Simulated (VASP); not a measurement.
# VASP 6.6.1 run: SnO

INCAR

```
PREC = High
ISIF = 2
LREAL = .FALSE.
LCHARG = .FALSE.
NBANDS = 17
LASPH = .TRUE.
GGA = PE
ENCUT = 520
ISMEAR = 1
EDIFF = 1E-7
SIGMA = 0.2
LWAVE = .FALSE.
IBRION = -1
NELM = 81
NSW = 0
```

KPOINTS

```
KPOINTS created by Atomic Simulation Environment
0
Gamma
8 8 8
0 0 0
```

POSCAR

```
Sn O
 1.0000000000000000
     0.0000000000000000    2.5369732568000001    2.5369732568000001
     2.4679675843000002    0.0000000000000000    2.5369732568000001
     2.4679675843000002    2.5369732568000001    0.0000000000000000
 Sn  O
   1   1
Cartesian
  0.0000000000000000  0.0000000000000000  0.0000000000000000
  2.4679675842999997  2.5369732568000005  2.5369732568000005
```

The recommended PBE PAW datasets give the neutral cell 20 valence electrons.

Command

```
mpirun -np 1 vasp_std
```

Task: Predict the outcome of this run.

Result: It converged. Results: gap between bands v and c on the k mesh 0.83 eV; least direct gap on the k mesh 0.94 eV; pressure 5.5 GPa. Band v is the last that the valence electrons fill when counted band by band, and c is the next.

OSZICAR

```
N       E                     dE             d eps       ncg     rms          rms(c)
DAV:   1     0.147876810363E+03    0.14788E+03   -0.10367E+04  2090   0.177E+03
DAV:   2     0.107213520070E+01   -0.14680E+03   -0.13964E+03  2278   0.394E+02
DAV:   3    -0.119712367034E+02   -0.13043E+02   -0.12953E+02  2326   0.104E+02
DAV:   4    -0.122379959774E+02   -0.26676E+00   -0.26661E+00  2532   0.154E+01
DAV:   5    -0.122443067114E+02   -0.63107E-02   -0.63102E-02  2595   0.230E+00    0.807E+00
DAV:   6    -0.106925502026E+02    0.15518E+01   -0.11640E+01  2496   0.389E+01    0.473E+00
DAV:   7    -0.104609211091E+02    0.23163E+00   -0.16368E+00  2429   0.762E+00    0.135E+00
DAV:   8    -0.104453002212E+02    0.15621E-01   -0.14198E-01  2198   0.296E+00    0.339E-01
DAV:   9    -0.104442552592E+02    0.10450E-02   -0.76157E-03  2886   0.546E-01    0.104E-01
DAV:  10    -0.104444740891E+02   -0.21883E-03   -0.70229E-04  2626   0.327E-01    0.387E-02
DAV:  11    -0.104444246335E+02    0.49456E-04   -0.15364E-04  3043   0.136E-01    0.120E-02
DAV:  12    -0.104444243672E+02    0.26629E-06   -0.14151E-05  2506   0.304E-02    0.704E-03
DAV:  13    -0.104444238867E+02    0.48054E-06   -0.31839E-06  2703   0.122E-02    0.370E-03
DAV:  14    -0.104444234515E+02    0.43517E-06   -0.54229E-07  2226   0.494E-03    0.289E-04
DAV:  15    -0.104444234499E+02    0.16530E-08   -0.14046E-08  1176   0.834E-04
   1 F= -.10444423E+02 E0= -.10445259E+02  d E =0.250749E-02
```

For comparison, a separate PBE run of the intended cell, on usual settings and not on those above, gives a gap of 0.83 eV on its mesh and a pressure of 5.6 GPa.
